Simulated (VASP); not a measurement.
A run of VASP 6.6.1 is set up as follows.

Contents of INCAR:

```
SYSTEM = BAs
PREC     = Accurate       ! precision mode
ENCUT    = 600            ! plane-wave cutoff, eV
EDIFF    = 1E-7           ! SCF threshold, eV
ISMEAR   = 0              ! smearing method
SIGMA    = 0.03           ! smearing width, eV
LREAL    = .FALSE.        ! projectors in reciprocal space
LASPH    = .TRUE.         ! aspherical terms in the spheres
NELM     = 80             ! most SCF steps
ALGO     = Normal         ! electronic algorithm
ISIF     = 2              ! what is computed and relaxed
LWAVE    = .FALSE.        ! write WAVECAR
LCHARG   = .FALSE.        ! write CHGCAR
METAGGA  = R2SCAN         ! meta-GGA
LMIXTAU  = .TRUE.       
IBRION   = 2              ! ionic algorithm
NSW      = 40             ! ionic steps
EDIFFG   = -0.01          ! ionic threshold
```

Contents of KPOINTS:

```
regular mesh
0
G
  10 10 10
  0 0 0
```

The input POSCAR:

```
BAs                                     
1.0
    0.0000000000      2.4246713091      2.4246713091
    2.4246713091      0.0000000000      2.4246713091
    2.4246713091      2.4246713091      0.0000000000
  B               As            
     1     1
Direct
     0.0000000000000000    0.0000000000000000    0.0000000000000000
     0.2500000000000000    0.2500000000000000    0.2500000000000000
```

Potentials or basis: VASP PAW PBE potentials, release 64 (B, As).

Run with:

```console
$ cat potpaw_PBE.64/B/POTCAR potpaw_PBE.64/As/POTCAR > POTCAR
$ mpirun -np 1 vasp_std > vasp.out
```

Q: Predict the band gap on the k mesh.

A: 1.42 eV, indirect (least direct gap 3.40 eV).

Final structure:
```
B As
1.0
     0.00000    2.42467    2.42467
     2.42467    0.00000    2.42467
     2.42467    2.42467    0.00000
B As
1 1
Cartesian
  0.0000 0.0000 0.0000
  1.2123 1.2123 1.2123
```

Caveat: the relaxation stopped at its first step, so nothing moved. A k mesh can miss the band edges.
